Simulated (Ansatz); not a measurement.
# Iridium, simple cubic under m-r²SCAN: from relaxation to bulk modulus, part 3 of 3

What does m-r²SCAN give for iridium in the simple cubic structure? We relax it, solve it on a dense k-mesh, then scale the cell to 7 volumes from 88 to 112 % of the relaxed one and try a fit of the equation of state. The start is ferromagnetic. The k-meshes are 13×13×13 for the relaxation; 20×20×20 for the dense run; 14×14×14 for the volumes.

Ansatz 0.2.0; DFT, m-r2SCAN, plane waves (500 eV) with PAW, scalar-relativistic. Earlier steps stand in the parts before.

**5. At 92 % of the relaxed volume**

This is Ir in the simple cubic structure; at room conditions it is fcc.

input.yaml

```yaml
crystal:
  lattice:
    - [2.4828565482, 0.0, 0.0]
    - [0.0, 2.4828565482, 0.0]
    - [0.0, 0.0, 2.4828565482]
  atoms:
    - { symbol: Ir, position: [0.0, 0.0, 0.0], spin: 1.0 }
hamiltonian:
  xc: mr2scan
  pseudopotentials:
    kind: paw
    azcp:
      Ir: "pseudopotentials/Ir.paw.azcp"
basis:
  ecutwfc: 500
  fft_grid_basis: typed
kpoints:
  mp_grid: { grid: [14, 14, 14], shift: [0, 0, 0] }
magnetization:
  spin_polarized: true
scf:
  occupations: { method: fermi_dirac, width: 0.05 }
  lower_state_search: "off"
output:
  stress: true
```

Command:

```sh
ansatz run input.yaml --threads 2 --pin off --max-ram 6144MiB --backend cpu --events-out ev --progress --plain --runs-dir out
```

The log of the run, shortened:

```text
Warning: RAYON_NUM_THREADS=2 ignored (pool sized by the plan → 2); use --threads N
[...]
Pseudopotentials: kind: paw
Pseudopotential: Ir, paw, valence charge 17, recommended cutoff 500 eV (meta_gga), <dir>
Functional definition: m-r2SCAN
[...]
Crystal: 1 atoms, lattice volume = 15.306 Å³
Basis set: ecut = 500 eV, 389 PW (Γ), exchange–correlation on 80×80×80 points (64 copies of the dense FFT grid, shifted against one another)
Bands: 13, of which v1, the nominal top of the filled ones, is band 9 counted from 1 (8 counted from 0)
Symmetry: 48 space group operations
[...]
WARN: the starting moments were not kept: the SCF closed with an absolute magnetisation of 1.2e-5 μB, where they sum to 1 μB in size (1 site). That is at most 0.1 of that sum. Measured as dr2_m measures the in/out step, that magnetisation stands 7.6e-11 eV from none, at or under the [...]
SCF converged after 18 iterations
Magnetization: -0.0000 μB (8.5000 up, 8.5000 down)
Absolute magnetization: 0.0000 μB (∫|ρ↑−ρ↓|, with the PAW one-centre terms)
Spin contamination: 0.0000 ħ² per cell (⟨S²⟩ above its minimum at these occupations)
Per-site moments (μB) at R_I (Å): [(-9.096477461187334e-6, 1.0241783261325)]
Free energy (F): -11947.606644 eV
[...]
E sigma→0 (E₀):  -11947.602738 eV
Entropy (-TS):   -0.007811 eV (-7.811 meV/atom)
Fermi energy:    23.022274 eV
[...]
--- Stress (GPa, compression-positive) ---
       26.602995       0.000000       0.000000
        0.000000      26.602995       0.000000
        0.000000       0.000000      26.602995
  P = ⅓ Tr σ = 26.6030 GPa (266.030 kbar)
```

Wall time 6.1 s (2 threads of Arm Neoverse V2, shared host); peak memory 0.32 GiB.

**6. At 96 % of the relaxed volume**

input.yaml: that of step 5 with these lines changed.

```diff
@@ -2,5 +2,5 @@
   lattice:
-    - [2.4828565482, 0.0, 0.0]
-    - [0.0, 2.4828565482, 0.0]
-    - [0.0, 0.0, 2.4828565482]
+    - [2.5183307202, 0.0, 0.0]
+    - [0.0, 2.5183307202, 0.0]
+    - [0.0, 0.0, 2.5183307202]
   atoms:
```

Command:

```sh
ansatz run input.yaml --threads 2 --pin off --max-ram 6144MiB --backend cpu --events-out ev --progress --plain --runs-dir out
```

The log of the run, shortened:

```text
Warning: RAYON_NUM_THREADS=2 ignored (pool sized by the plan → 2); use --threads N
[...]
[... 3 set-up lines as earlier in the session ...]
[...]
Crystal: 1 atoms, lattice volume = 15.971 Å³
Basis set: ecut = 500 eV, 437 PW (Γ), exchange–correlation on 80×80×80 points (64 copies of the dense FFT grid, shifted against one another)
Bands: 13, of which v1, the nominal top of the filled ones, is band 9 counted from 1 (8 counted from 0)
[... 1 set-up line as earlier in the session ...]
[...]
WARN: the starting moments were not kept: the SCF closed with an absolute magnetisation of 4.3e-6 μB, where they sum to 1 μB in size (1 site). That is at most 0.1 of that sum. Measured as dr2_m measures the in/out step, that magnetisation stands 1.1e-11 eV from none, at or under the [...]
SCF converged after 19 iterations
Magnetization: -0.0000 μB (8.5000 up, 8.5000 down)
Absolute magnetization: 0.0000 μB (∫|ρ↑−ρ↓|, with the PAW one-centre terms)
Spin contamination: 0.0000 ħ² per cell (⟨S²⟩ above its minimum at these occupations)
Per-site moments (μB) at R_I (Å): [(-2.013303479210272e-6, 1.0388114220825)]
Free energy (F): -11947.684359 eV
[...]
E sigma→0 (E₀):  -11947.680150 eV
Entropy (-TS):   -0.008419 eV (-8.419 meV/atom)
Fermi energy:    21.785104 eV
[...]
--- Stress (GPa, compression-positive) ---
       11.417881       0.000000       0.000000
        0.000000      11.417881       0.000000
        0.000000       0.000000      11.417881
  P = ⅓ Tr σ = 11.4179 GPa (114.179 kbar)
```

Wall time 6 s (2 threads of Arm Neoverse V2, shared host); peak memory 0.32 GiB.

**7. At 100 % of the relaxed volume**

input.yaml: that of step 6 with these lines changed.

```diff
@@ -2,5 +2,5 @@
   lattice:
-    - [2.5183307202, 0.0, 0.0]
-    - [0.0, 2.5183307202, 0.0]
-    - [0.0, 0.0, 2.5183307202]
+    - [2.5528326887, 0.0, 0.0]
+    - [0.0, 2.5528326887, 0.0]
+    - [0.0, 0.0, 2.5528326887]
   atoms:
```

Command:

```sh
ansatz run input.yaml --threads 2 --pin off --max-ram 6144MiB --backend cpu --events-out ev --progress --plain --runs-dir out
```

The log of the run, shortened:

```text
Warning: RAYON_NUM_THREADS=2 ignored (pool sized by the plan → 2); use --threads N
[...]
[... 3 set-up lines as earlier in the session ...]
[...]
Crystal: 1 atoms, lattice volume = 16.637 Å³
Basis set: ecut = 500 eV, 437 PW (Γ), exchange–correlation on 80×80×80 points (64 copies of the dense FFT grid, shifted against one another)
Bands: 13, of which v1, the nominal top of the filled ones, is band 9 counted from 1 (8 counted from 0)
[... 1 set-up line as earlier in the session ...]
[...]
WARN: the starting moments were not kept: the SCF closed with an absolute magnetisation of 5.5e-6 μB, where they sum to 1 μB in size (1 site). That is at most 0.1 of that sum. Measured as dr2_m measures the in/out step, that magnetisation stands 1.5e-11 eV from none, at or under the [...]
SCF converged after 19 iterations
Magnetization: -0.0000 μB (8.5000 up, 8.5000 down)
Absolute magnetization: 0.0000 μB (∫|ρ↑−ρ↓|, with the PAW one-centre terms)
Spin contamination: 0.0000 ħ² per cell (⟨S²⟩ above its minimum at these occupations)
Per-site moments (μB) at R_I (Å): [(-4.243081207460619e-6, 1.0530434840887501)]
Free energy (F): -11947.705905 eV
[...]
E sigma→0 (E₀):  -11947.701424 eV
Entropy (-TS):   -0.008962 eV (-8.962 meV/atom)
Fermi energy:    20.644177 eV
[...]
--- Stress (GPa, compression-positive) ---
       -0.574295       0.000000       0.000000
        0.000000      -0.574295       0.000000
        0.000000       0.000000      -0.574295
  P = ⅓ Tr σ = -0.5743 GPa (-5.743 kbar)
```

It took 6 s on 2 threads of Arm Neoverse V2, shared host; peak memory 0.32 GiB.

**8. At 104 % of the relaxed volume**

input.yaml: that of step 7 with these lines changed.

```diff
@@ -2,5 +2,5 @@
   lattice:
-    - [2.5528326887, 0.0, 0.0]
-    - [0.0, 2.5528326887, 0.0]
-    - [0.0, 0.0, 2.5528326887]
+    - [2.5864264449, 0.0, 0.0]
+    - [0.0, 2.5864264449, 0.0]
+    - [0.0, 0.0, 2.5864264449]
   atoms:
```

Command:

```sh
ansatz run input.yaml --threads 2 --pin off --max-ram 6144MiB --backend cpu --events-out ev --progress --plain --runs-dir out
```

The log of the run, shortened:

```text
Warning: RAYON_NUM_THREADS=2 ignored (pool sized by the plan → 2); use --threads N
[...]
[... 3 set-up lines as earlier in the session ...]
[...]
Crystal: 1 atoms, lattice volume = 17.302 Å³
Basis set: ecut = 500 eV, 461 PW (Γ), exchange–correlation on 80×80×80 points (64 copies of the dense FFT grid, shifted against one another)
Bands: 13, of which v1, the nominal top of the filled ones, is band 9 counted from 1 (8 counted from 0)
[... 1 set-up line as earlier in the session ...]
[...]
WARN: the starting moments were not kept: the SCF closed with an absolute magnetisation of 3.4e-6 μB, where they sum to 1 μB in size (1 site). That is at most 0.1 of that sum. Measured as dr2_m measures the in/out step, that magnetisation stands 6.9e-12 eV from none, at or under the [...]
SCF converged after 19 iterations
Magnetization: -0.0000 μB (8.5000 up, 8.5000 down)
Absolute magnetization: 0.0000 μB (∫|ρ↑−ρ↓|, with the PAW one-centre terms)
Spin contamination: 0.0000 ħ² per cell (⟨S²⟩ above its minimum at these occupations)
Per-site moments (μB) at R_I (Å): [(-2.00418444784498e-6, 1.06690090852125)]
Free energy (F): -11947.683087 eV
[...]
E sigma→0 (E₀):  -11947.678283 eV
Entropy (-TS):   -0.009608 eV (-9.608 meV/atom)
Fermi energy:    19.588006 eV
[...]
--- Stress (GPa, compression-positive) ---
      -10.036276       0.000000       0.000000
        0.000000     -10.036276       0.000000
        0.000000       0.000000     -10.036276
  P = ⅓ Tr σ = -10.0363 GPa (-100.363 kbar)
```

Wall time 6.1 s (2 threads of Arm Neoverse V2, shared host); peak memory 0.33 GiB.

**9. At 108 % of the relaxed volume**

input.yaml: that of step 8 with these lines changed.

```diff
@@ -2,5 +2,5 @@
   lattice:
-    - [2.5864264449, 0.0, 0.0]
-    - [0.0, 2.5864264449, 0.0]
-    - [0.0, 0.0, 2.5864264449]
+    - [2.6191694961, 0.0, 0.0]
+    - [0.0, 2.6191694961, 0.0]
+    - [0.0, 0.0, 2.6191694961]
   atoms:
```

Command:

```sh
ansatz run input.yaml --threads 2 --pin off --max-ram 6144MiB --backend cpu --events-out ev --progress --plain --runs-dir out
```

The log of the run, shortened:

```text
Warning: RAYON_NUM_THREADS=2 ignored (pool sized by the plan → 2); use --threads N
[...]
[... 3 set-up lines as earlier in the session ...]
[...]
Crystal: 1 atoms, lattice volume = 17.968 Å³
Basis set: ecut = 500 eV, 461 PW (Γ), exchange–correlation on 80×80×80 points (64 copies of the dense FFT grid, shifted against one another)
Bands: 13, of which v1, the nominal top of the filled ones, is band 9 counted from 1 (8 counted from 0)
[... 1 set-up line as earlier in the session ...]
[...]
WARN: the starting moments were not kept: the SCF closed with an absolute magnetisation of 6.5e-6 μB, where they sum to 1 μB in size (1 site). That is at most 0.1 of that sum. Measured as dr2_m measures the in/out step, that magnetisation stands 2.2e-11 eV from none, at or under the [...]
SCF converged after 20 iterations
Magnetization: 0.0000 μB (8.5000 up, 8.5000 down)
Absolute magnetization: 0.0000 μB (∫|ρ↑−ρ↓|, with the PAW one-centre terms)
Spin contamination: 0.0000 ħ² per cell (⟨S²⟩ above its minimum at these occupations)
Per-site moments (μB) at R_I (Å): [(6.0904049503557866e-6, 1.08040741714125)]
Free energy (F): -11947.625346 eV
[...]
E sigma→0 (E₀):  -11947.620155 eV
Entropy (-TS):   -0.010383 eV (-10.383 meV/atom)
Fermi energy:    18.609107 eV
[...]
--- Stress (GPa, compression-positive) ---
      -17.465119      -0.000000       0.000000
        0.000000     -17.465119       0.000000
        0.000000       0.000000     -17.465119
  P = ⅓ Tr σ = -17.4651 GPa (-174.651 kbar)
```

Run time: 6.4 s. Hardware: 2 threads of Arm Neoverse V2, shared host; peak memory 0.33 GiB.

**10. At 112 % of the relaxed volume**

input.yaml: that of step 9 with these lines changed.

```diff
@@ -2,5 +2,5 @@
   lattice:
-    - [2.6191694961, 0.0, 0.0]
-    - [0.0, 2.6191694961, 0.0]
-    - [0.0, 0.0, 2.6191694961]
+    - [2.6511137358, 0.0, 0.0]
+    - [0.0, 2.6511137358, 0.0]
+    - [0.0, 0.0, 2.6511137358]
   atoms:
```

Command:

```sh
ansatz run input.yaml --threads 2 --pin off --max-ram 6144MiB --backend cpu --events-out ev --progress --plain --runs-dir out
```

The log of the run, shortened:

```text
Warning: RAYON_NUM_THREADS=2 ignored (pool sized by the plan → 2); use --threads N
[...]
[... 3 set-up lines as earlier in the session ...]
[...]
Crystal: 1 atoms, lattice volume = 18.633 Å³
Basis set: ecut = 500 eV, 461 PW (Γ), exchange–correlation on 80×80×80 points (64 copies of the dense FFT grid, shifted against one another)
Bands: 13, of which v1, the nominal top of the filled ones, is band 9 counted from 1 (8 counted from 0)
[... 1 set-up line as earlier in the session ...]
[...]
WARN: the starting moments were not kept: the SCF closed with an absolute magnetisation of 7.4e-6 μB, where they sum to 1 μB in size (1 site). That is at most 0.1 of that sum. Measured as dr2_m measures the in/out step, that magnetisation stands 3.2e-11 eV from none, at or under the [...]
SCF converged after 20 iterations
Magnetization: 0.0000 μB (8.5000 up, 8.5000 down)
Absolute magnetization: 0.0000 μB (∫|ρ↑−ρ↓|, with the PAW one-centre terms)
Spin contamination: 0.0000 ħ² per cell (⟨S²⟩ above its minimum at these occupations)
Per-site moments (μB) at R_I (Å): [(6.981682775713357e-6, 1.0935844160175001)]
Free energy (F): -11947.540271 eV
[...]
E sigma→0 (E₀):  -11947.534629 eV
Entropy (-TS):   -0.011283 eV (-11.283 meV/atom)
Fermi energy:    17.700708 eV
[...]
--- Stress (GPa, compression-positive) ---
      -23.254227       0.000000       0.000000
        0.000000     -23.254227       0.000000
        0.000000       0.000000     -23.254227
  P = ⅓ Tr σ = -23.2542 GPa (-232.542 kbar)
```

Run time: 6.8 s. Hardware: 2 threads of Arm Neoverse V2, shared host; peak memory 0.33 GiB.

**11. Fitting the volumes**

All volumes keep the relaxed shape and fractional coordinates.

```csv
V (Å³/atom),E − E₀ (meV/atom),P from the stress (GPa),P from the fit (GPa)
14.640,247.3,45.87,45.83
15.306,98.7,26.60,26.52
15.971,21.3,11.42,11.33
16.637,0.0,-0.57,-0.64
17.302,23.2,-10.04,-10.10
17.968,81.3,-17.47,-17.56
18.633,166.8,-23.25,-23.44
```

Fit (Birch-Murnaghan, third order): V₀ = 16.597 Å³/atom, B₀ = 269 GPa, B₀′ = 4.9, largest residual 0.07 meV/atom.

The fit is made to E(σ → 0), while the stress belongs to the free energy F; that is one source of the offset between the two pressures.

**12. Outcome**

What follows sums up all 3 parts.

| quantity | value |
| --- | --- |
| space group (spins left aside) | Pm-3m (No. 221) |
| conventional cell | a = 2.553 Å |
| volume | 16.637 Å³/atom |
| shortest distance | 2.553 Å |
| gap on the mesh | none (levels filled in part) |
| magnetic state | non-magnetic |
| relative to fcc | +1034 meV/atom |
| V₀, B₀, B₀′ | 16.597 Å³/atom, 269 GPa, 4.9 |

What this shows: The relaxation enlarged the cell by 8.9 % in volume. Against the reference form of iridium (fcc, computed apart with the same settings) it stands 1034 meV/atom higher, so it is far from stable. The starting moments do not survive. No gap shows: it is a metal or semimetal at this level. B₀ comes out at 269 GPa. Relaxation kept the symmetry; phonons were not checked.
